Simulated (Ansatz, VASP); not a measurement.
# Si2Se in VASP and in Ansatz

```xyz
6
Lattice="0.0000 3.8830 3.8830 3.8830 0.0000 3.8830 3.8830 3.8830 0.0000" Properties=species:S:1:pos:R:3 pbc="T T T"
Si    2.9122    0.9707    2.9122
Si    2.9122    2.9122    0.9707
Si    0.9707    2.9122    2.9122
Si    0.9707    0.9707    0.9707
Se    5.8245    5.8245    5.8245
Se    3.8830    3.8830    3.8830
```

Change from the starting cell: species swapped into the ErIr2 type (Fd-3m, No. 227).

Alike in both runs: task relaxation of cell and atoms; functional PBE; k mesh 4 × 4 × 4; occupations gaussian, width 0.1 eV; no spin polarisation.

```csv
,VASP,Ansatz
version,VASP 6.6.1,Ansatz 0.2.0
potentials or method,"VASP PAW PBE potentials, release 64 (Si, Se)","scalar-relativistic, plane waves, PAW"
plane-wave cutoff (eV),600,420
valence electrons in the cell,28,48
```

Ansatz gave:

* gap on the k mesh at the Fermi level, each at its own relaxed structure (eV): none
* relaxed volume (Å³/atom): 17.44
* relaxed cell length with the largest relative difference (Å): 5.289
* energy change over the relaxation (meV/atom): -42

**Question.** Estimate VASP's values.

**Answer.** gap on the k mesh at the Fermi level, each at its own relaxed structure (eV): none; relaxed volume (Å³/atom): 17.47; relaxed cell length with the largest relative difference (Å): 5.293; energy change over the relaxation (meV/atom): -42.

A gap of «none» marks a metal or a gap that the smearing closes. The two sets of potentials don't hold the same shells in valence.
